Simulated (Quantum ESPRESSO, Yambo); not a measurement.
# Quasiparticle gap of GaN (P6_3mc) in Yambo, part 2 of 3

Wanted: ground state, empty states, screening and self-energy for GaN (P6_3mc).

Quantum ESPRESSO 7.5 and Yambo 5.3.0; PBE and many-body steps on it, plane waves. Known limits of the many-body steps: not at the basis limit; no spin-orbit coupling; coarse k mesh.

So far. Step 2 (Ground state): The gap is direct, at Γ. Step 3 (Bands along the symmetry lines): The gap is 1.925 eV, as in the run before at this level.

The database entry behind the starting cell has ideal inner coordinates that were not refined, so it need not match the best structure at ambient conditions.

### Step 4. Empty states on the mesh, 3×3×4 mesh, 93 bands

Level of this step: DFT, PBE, plane waves, norm-conserving pseudopotentials (Quantum ESPRESSO).

The sums over transitions need many empty states on a uniform mesh; this step solves for them.

The input, pw.in:

```
&control
  calculation = 'nscf'
  prefix = 'x'
  outdir = 'o'
  pseudo_dir = 'pseudo'
/
&system
  ibrav = 0
  nat = 4
  ntyp = 2
  ecutwfc = 104.0
  nbnd = 93
  force_symmorphic = .true.
/
&electrons
  conv_thr = 1e-9
  electron_maxstep = 80
  diago_full_acc = .true.
  diago_thr_init = 5e-6
/
ATOMIC_SPECIES
  Ga 69.723 Ga.upf
  N 14.007 N.upf
CELL_PARAMETERS angstrom
  3.1900000000 -0.0000000000 0.0000000000
  -1.5950000000 2.7626210381 0.0000000000
  0.0000000000 0.0000000000 5.1890000000
ATOMIC_POSITIONS crystal
  Ga 0.6666666667 0.3333333333 0.0000000000
  Ga 0.3333333333 0.6666666667 0.5000000000
  N 0.6666666667 0.3333333333 0.3750000000
  N 0.3333333333 0.6666666667 0.8750000000
K_POINTS automatic
  3 3 4 0 0 0
```

Launch:

```sh
$ OMP_NUM_THREADS=1 mpirun -n 8 pw.x -nk 4 -in pw.in > pw.out
```

Log:

```text
[banner, memory and clock lines left out]
Program PWSCF v.7.5 starts

     Atomic positions and unit cell read from directory:
     o/x.save/

     Message from routine setup:
     using ibrav=0 with symmetry is DISCOURAGED, use correct ibrav instead

     bravais-lattice index     =            0
     lattice parameter (alat)  =       6.0282  a.u.
     unit-cell volume          =     308.5974 (a.u.)^3
     number of atoms/cell      =            4
     number of atomic types    =            2
     number of electrons       =        52.00
     number of Kohn-Sham states=           93
     kinetic-energy cutoff     =     104.0000  Ry
     charge density cutoff     =     416.0000  Ry
     Exchange-correlation= PBE
                           (   1   4   3   4   0   0   0)

     celldm(1)=   6.028226  celldm(2)=   0.000000  celldm(3)=   0.000000
     celldm(4)=   0.000000  celldm(5)=   0.000000  celldm(6)=   0.000000

     crystal axes: (cart. coord. in units of alat)
               a(1) = (   1.000000  -0.000000   0.000000 )
               a(2) = (  -0.500000   0.866025   0.000000 )
               a(3) = (   0.000000   0.000000   1.626646 )

     reciprocal axes: (cart. coord. in units 2 pi/alat)
               b(1) = (  1.000000  0.577350 -0.000000 )
               b(2) = (  0.000000  1.154701 -0.000000 )
               b(3) = ( -0.000000 -0.000000  0.614762 )
     Pseudo is Norm-conserving + core correction, Zval = 21.0
     Generated using ONCVPSP code by D. R. Hamann
     Using radial grid of 1902 points,  6 beta functions with:
     Pseudo is Norm-conserving + core correction, Zval =  5.0
     Generated using ONCVPSP code by D. R. Hamann
     Using radial grid of 1058 points,  4 beta functions with:
     Ga               21.00    69.72300     Ga( 1.00)
     N                 5.00    14.00700     N ( 1.00)

      6 Sym. Ops. (no inversion) found

   Cartesian axes

     site n.     atom                  positions (alat units)
         1        Ga     tau(   1) = (   0.5000000   0.2886751   0.0000000  )
         2        Ga     tau(   2) = (  -0.0000000   0.5773503   0.8133229  )
         3        N      tau(   3) = (   0.5000000   0.2886751   0.6099922  )
         4        N      tau(   4) = (  -0.0000000   0.5773503   1.4233150  )

     number of k points=    10
                       cart. coord. in units 2pi/alat
        k(    1) = (   0.0000000   0.0000000   0.0000000), wk =   0.0555556
        k(    2) = (   0.0000000   0.0000000   0.1536905), wk =   0.1111111
        k(    3) = (   0.0000000   0.0000000  -0.3073810), wk =   0.0555556
[...]
k(    9) = (   0.3333333   0.5773503  -0.3073810), wk =   0.1111111
        k(   10) = (   0.0000000  -0.3849002   0.1536905), wk =   0.3333333

     Dense  grid:    44217 G-vectors     FFT dimensions: (  40,  40,  64)

     The potential is recalculated from file :
     o/x.save/charge-density

     Starting wfcs are   34 randomized atomic wfcs +   59 random wfcs

     Band Structure Calculation

     End of band structure calculation

          k = 0.0000 0.0000 0.0000 (  5539 PWs)   bands (ev):

  -130.4341-130.4340 -81.1736 -81.1735 -81.1735 -81.1731 -81.1731 -81.1723
    -4.2776  -3.3961  -1.8541  -1.8341  -1.8341  -1.7734  -1.7734  -1.5929
    -1.5929  -1.4946  -1.4946  -0.2114   4.6120  10.6332  10.6332  11.6093
    11.6730  11.6730  13.5979  15.9505  20.8585  21.5952  21.5952  22.4793
[...]
75.2586  75.2586  77.6873  78.4981  78.4981

          k = 0.0000 0.0000 0.1537 (  5504 PWs)   bands (ev):

  -130.4341-130.4340 -81.1734 -81.1733 -81.1733 -81.1731 -81.1731 -81.1724
[...]
75.7768  75.9293  76.2680  76.2680  78.1808

          k = 0.0000 0.0000-0.3074 (  5492 PWs)   bands (ev):

  -130.4340-130.4340 -81.1732 -81.1732 -81.1732 -81.1732 -81.1728 -81.1728
[...]
66.3447  66.3447  68.6333  68.6333  68.6333  68.6333  70.7513  70.7513
    70.7513  70.7513  70.7538  70.7538  71.5694  71.5694  75.8836  75.8836
    76.6802  76.6802  76.6802  76.6802  77.9320

          k = 0.0000 0.3849 0.0000 (  5529 PWs)   bands (ev):

     [... further k-points ...]

     highest occupied, lowest unoccupied level (ev):    11.6730   13.5979

     XML data file, pseudopotentials, collected wavefunctions
```

Run time: 6.1 s. Hardware: 8 MPI ranks of Arm Neoverse V2, shared host; peak memory 0.55 GiB.

This step gave:

```yaml
gap: 1.925 eV
k_of_the_valence_top: 0, 0, 0
k_of_the_conduction_bottom: 0, 0, 0
least_direct_gap: 1.925 eV
k_points_computed: 10
lowest_point_of_the_top_converged_band_above_the_valence_top: 65.3898 eV
```

On this mesh the gap is 1.925 eV.

### Step 5. Conversion and set-up

This step: Yambo 5.3.0; conversion and set-up on PBE, plane waves, norm-conserving pseudopotentials.

The states are converted to the many-body program's format and the q mesh is built.

Launch:

```sh
$ (cd o/x.save; p2y > p2y.log; mv SAVE ../..); yambo > setup.log
```

Log:

```text
 Yambo, version 5.3.0

 [02] CORE Variables Setup
 =========================

  [02.01] Unit cells
  ==================

  Cell kind             :  HCP
  Atoms in the cell     :  Ga  N
  number of Ga atoms    :  2
  number of N  atoms    :  2

  List of atomic masses
  Mass of Ga    :  69.72300
  Mass of N     :  14.00700

  List of atomic coordinates    : [cc]
  Ga1       :  3.014113  1.740199  0.000000  order 1
  Ga2       : -0.30141E-09   3.4804       4.9029      order 2
  N1       :  3.014113  1.740199  3.677171  order 3
  N2       : -0.30141E-09   3.4804       8.5801      order 4

  Alat factors          :  6.028226  5.220597  9.805789 [a.u.]
  Direct lattice volume :  308.5974 [a.u.]
  Direct lattice vectors:  A[ 1 ]  A[ 2 ]  A[ 3 ]
   A[ 1 ]:  1.000000 -0.000000  0.000000  [iru]
   6.028226 -0.000000  0.000000  [cc]
   A[ 2 ]: -0.500000  1.000000  0.000000  [iru]
  -3.014113  5.220597  0.000000  [cc]
   A[ 3 ]:  0.000000  0.000000  1.000000  [iru]
   0.000000  0.000000  9.805789  [cc]

  Recip. lattice volume :  0.803799 [a.u.]
  Recip. lattice vectors:  B[ 1 ]  B[ 2 ]  B[ 3 ]
   B[ 1 ]:  1.000000  0.500000  0.000000  [iku]
   1.042294  0.601769 -0.000000  [cc]
   B[ 2 ]:  0.000000  1.000000  0.000000  [iku]
   0.000000  1.203538 -0.000000  [cc]
   B[ 3 ]:  0.000000  0.000000  1.000000  [iku]
  -0.000000 -0.000000  0.640763  [cc]

  [02.02] Symmetries
  ==================

  Inversion symmetry    : yes
  Spatial inversion     : no
  Inversion index       :   7
  K-space Time-reversal : yes
  Magnetic symmetries   : no
  Time-reversal derived K-space symmetries:   7  12
  Group table correct   : yes
  Symmetries units      :  [cc]

   [S  1]:   1.0000       0.0000       0.0000      0.50137E-16   1.0000       0.0000       0.0000       0.0000       1.0000
   [S  2]: -0.500000  0.866025  0.000000 -0.866025 -0.500000  0.000000  0.000000  0.000000  1.000000
   [S  3]: -0.500000 -0.866025  0.000000  0.866025 -0.500000  0.000000  0.000000  0.000000  1.000000
   [S  4]:  -1.0000       0.0000       0.0000     -0.22027E-15   1.0000       0.0000       0.0000       0.0000       1.0000
   [S  5]:  0.500000  0.866025  0.000000  0.866025 -0.500000  0.000000  0.000000  0.000000  1.000000
   [S  6]:  0.500000 -0.866025  0.000000 -0.866025 -0.500000  0.000000  0.000000  0.000000  1.000000
   [S* 7]:  -1.0000      -0.0000      -0.0000     -0.50137E-16  -1.0000      -0.0000      -0.0000      -0.0000      -1.0000
   [S* 8]:  0.500000 -0.866025 -0.000000  0.866025  0.500000 -0.000000 -0.000000 -0.000000 -1.000000
   [S* 9]:  0.500000  0.866025 -0.000000 -0.866025  0.500000 -0.000000 -0.000000 -0.000000 -1.000000
   [S*10]:   1.0000      -0.0000      -0.0000      0.22027E-15  -1.0000      -0.0000      -0.0000      -0.0000      -1.0000
   [S*11]: -0.500000 -0.866025 -0.000000 -0.866025  0.500000 -0.000000 -0.000000 -0.000000 -1.000000
[...]
Grid dimensions      :   4   3   3
  K lattice UC volume  :  0.022328 [a.u.]

  IBZ K-points                                      :  10
  BZ  K-points                                      :   36

  K/Q-points units:
  rlu = crystal or reduced units; cc = cartesian coordinates; iku = interal k-units

  K [ 1]         [rlu]:  0.000000  0.000000  0.000000
         WF components:   5539
  K [ 2]         [rlu]:  0.000000  0.000000  0.250000
         WF components:   5504
  K [ 3]         [rlu]:  0.000000  0.000000 -0.500000
         WF components:   5492
[...]
K [ 8]         [rlu]:  0.333333  0.333333  0.250000
[...]
K [ 9]         [rlu]:  0.333333  0.333333 -0.500000
         WF components:   5484
  K [10]         [rlu]:  0.000000 -0.333333  0.250000
         WF components:   5543

  [02.05] Energies & Occupations
  ==============================

  [X] === General ===
  [X] Electronic Temperature                        :  0.000000  0.000000 [eV K]
  [X] Bosonic    Temperature                        :  0.000000  0.000000 [eV K]
  [X] Finite Temperature mode                       : no
  [X] El. density                                   :  0.11371E+25 [cm-3]
  [X] Fermi Level                                   :  11.67295 [eV]

  [X] === Gaps and Widths ===
  [X] Conduction Band Min                           :  1.924983 [eV]
  [X] Valence Band Max                              :  0.000000 [eV]
  [X] Filled Bands                                  :  26
  [X] Empty Bands                                   :   27   93
  [X] Direct Gap                                    :  1.924983 [eV]
  [X] Direct Gap localized at k                     :  1
  [X] Indirect Gap                                  :  1.924983 [eV]
  [X] Indirect Gap between kpts                     :  1  1
  [X] Last valence band width                       :  2.679443 [eV]
  [X] 1st conduction band width                     :  4.523313 [eV]

  E @ K [ 1]:  [eV]
  -142.1070 -142.1069  -92.8465  -92.8465  -92.8465  -92.8461  -92.8461  -92.8452
[...]
occ @ K [ 1]
[...]
E @ K [ 2]:  [eV]
[...]
occ @ K [ 2]
[...]
E @ K [ 3]:  [eV]
[...]
occ @ K [ 3]
[...]
E @ K [ 8]:  [eV]
[...]
occ @ K [ 8]
[...]
E @ K [ 9]:  [eV]
[...]
occ @ K [ 9]
[...]
E @ K [10]:  [eV]
[...]
occ @ K [10]
[...]
0.000000  0.000000  0.000000  0.000000  0.000000  0.000000  0.000000  0.000000
   0.000000  0.000000  0.000000  0.000000  0.000000  0.000000  0.000000  0.000000

 [03] Transferred momenta grid and indexing
 ==========================================

 IBZ Q-points                                      :  10
 BZ  Q-points                                      :   36

 K/Q-points units:
 rlu = crystal or reduced units; cc = cartesian coordinates; iku = interal k-units

 Q [ 1]         [rlu]:  0.000000  0.000000  0.000000
 Q [ 2]         [rlu]:  0.000000  0.000000  0.250000
 Q [ 3]         [rlu]:  0.000000  0.000000 -0.500000
[...]
Q [ 8]         [rlu]:  0.333333  0.333333  0.250000
 Q [ 9]         [rlu]:  0.333333  0.333333 -0.500000
 Q [10]         [rlu]: -0.19298E-16 -0.33333      0.25000

  [03.01] X indexes
  =================

   [03.01.01] Sigma indexes
   ========================

 [06] Game Over & Game summary
```

Elapsed: 2.2 s, on 1 MPI rank; peak memory 0.24 GiB.

[end of part 2 of 3]

[Paths, hosts, dates, memory and timing lines, banners, echoed tables and standing remarks are left out of the program output.]

[Logs are printed without paths, hosts, clocks, repeated set-up lines and the standing remarks that a program may print on its own settings, such as how far it seeks lower states.]

[Runs of the session that timed out or met a known fault of the program may be left out.]

[Hosts, paths, dates, database ids (printed as entryN), source tags and the programs' standing remarks are cut or masked in the printed files.]
